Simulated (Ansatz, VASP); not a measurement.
**InP: VASP beside Ansatz**

```
In P
1.0
     0.00000    2.83584    2.83584
     2.83584    0.00000    2.83584
     2.83584    2.83584    0.00000
In P
1 1
Direct
  0.00000 0.00000 0.00000
  0.50000 0.50000 0.50000
```

Change from the starting cell: volume scaled by 0.98.

Alike in both runs: task single point; functional PBEsol; k mesh 11 × 11 × 11; occupations fermi-dirac, width 0.03 eV; no spin polarisation.

|  | VASP | Ansatz |
| --- | --- | --- |
| version | VASP 6.6.1 | Ansatz 0.2.0 |
| potentials or method | VASP PAW PBE potentials, release 64 (In_d, P), cutoff 520 eV | all-electron LAPW, scalar-relativistic |

```tsv
	VASP	Ansatz	Ansatz less VASP
pressure (GPa)	-7.4	-7.4	0.00
```

Ansatz ran all-electron here, so the differences hold the error of VASP's frozen core and of both bases.

Caveats: the PAW data sets were made with another functional, which shifts forces and pressure a little (VASP).
